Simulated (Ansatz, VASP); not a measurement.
## One calculation of Sb, two programs

The input INCAR:

```
SYSTEM = Sb
PREC = Accurate ; ENCUT = 520
EDIFF = 1E-8 ; ISMEAR = -1
SIGMA = 0.05 ; LREAL = .False.
LASPH = .True. ; NELM = 100
ALGO = Normal ; ISIF = 2
LWAVE = .False. ; LCHARG = .False.
GGA = PE ; LEFG = .True.
NBANDS = 8
```

File KPOINTS:

```
Automatic mesh
0
Gamma
  13 13 13
  0 0 0
```

POSCAR

```
Sb
1.0
    3.0960408524      0.0000000000      0.0000000000
    0.0000000000      3.0960408524      0.0000000000
    0.0000000000      0.0000000000      3.0960408524
Sb
1
Direct
    0.0000000000      0.0000000000      0.0000000000
```

Input for Ansatz:

```yaml
crystal:
  lattice:
    - [3.0960408524, 0.0, 0.0]
    - [0.0, 3.0960408524, 0.0]
    - [0.0, 0.0, 3.0960408524]
  atoms:
    - { symbol: Sb, position: [0.0, 0.0, 0.0] }
kpoints:
  mp_grid: { grid: [13, 13, 13] }
scf:
  occupations: { method: fermi_dirac, width: 0.05 }
hamiltonian:
  xc: pbe
  pseudopotentials: { kind: paw }
output:
  forces: true
  stress: true
  eigenvalues: true
  efg: { contact_densities: true }
```

Change from the starting cell: volume scaled by 0.9405, PAW files.

Alike in both runs: task electric field gradients; functional PBE; k mesh 13 × 13 × 13; occupations fermi-dirac, width 0.05 eV; no spin polarisation.

|  | VASP | Ansatz |
| --- | --- | --- |
| version | VASP 6.6.1 | Ansatz 0.2.0 |
| potentials or method | VASP PAW PBE potentials, release 64 (Sb) | PAW with Ansatz's default frozen-core files, scalar-relativistic |
| plane-wave cutoff (eV) | 520 | 420 |
| valence electrons in the cell | 5 | 15 |

```tsv
	VASP	Ansatz	Ansatz less VASP
pressure (GPa)	0.6	0.6	+0.02
Vzz of the field gradient on the site that differs most (V/Å²)	0.0	0.0	0.00
```

The two sets of potentials don't hold the same shells in valence. Ansatz warned: «gradients_without_spin_orbit».

The runs have no spin-orbit coupling, so splittings on Sb are missing.
